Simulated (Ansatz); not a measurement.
## Be under changes of volume

One of the cells (8.105 Å³/atom); the others are scaled copies at fixed shape and fractional positions:

```
Be
1.0
     2.28530    0.00000    0.00000
    -1.14265    1.97913    0.00000
     0.00000    0.00000    3.58420
Be
2
Cartesian
  1.1427 0.6597 2.6882
  0.0000 1.3194 0.8961
```

| Item | Value |
| --- | --- |
| Program | Ansatz 0.2.0 |
| Functional | PBE |
| Potentials or basis | all-electron LAPW, scalar-relativistic |
| Cutoff | 161 eV (chosen from the basis error) |
| Basis error allowed | 0.0005 eV/atom |
| k mesh | 13 × 13 × 8 |
| Occupations | fermi-dirac, width 0.05 eV |
| Spin | no spin polarisation |

```tsv
volume (Å³/atom)	energy over the lowest point (meV/atom)	pressure (GPa)
7.619	4.30	4.9
7.781	0.78	2.1
7.943	0.00	-0.5
8.105	1.72	-2.8
8.268	5.74	-5.0
8.430	11.87	-7.0
8.592	?	?
```

Question: What does the run at 8.592 Å³/atom give?

Answer: Energy over the lowest point 19.92 meV/atom; pressure -8.8 GPa.

Worked out: A Birch-Murnaghan fit of order 3 (a polynomial in V^(-2/3)) to the other rows has its minimum at 7.91 Å³/atom with B0 = V·E''(V) = 123 GPa and B' = 3.3 at fixed shape and positions, which overstates the stiffness. It gives 19.91 meV/atom at 8.592 Å³/atom, against the run's 19.92, and -dE/dV = -8.9 GPa, against -8.8.

Energies are extrapolated to zero smearing.
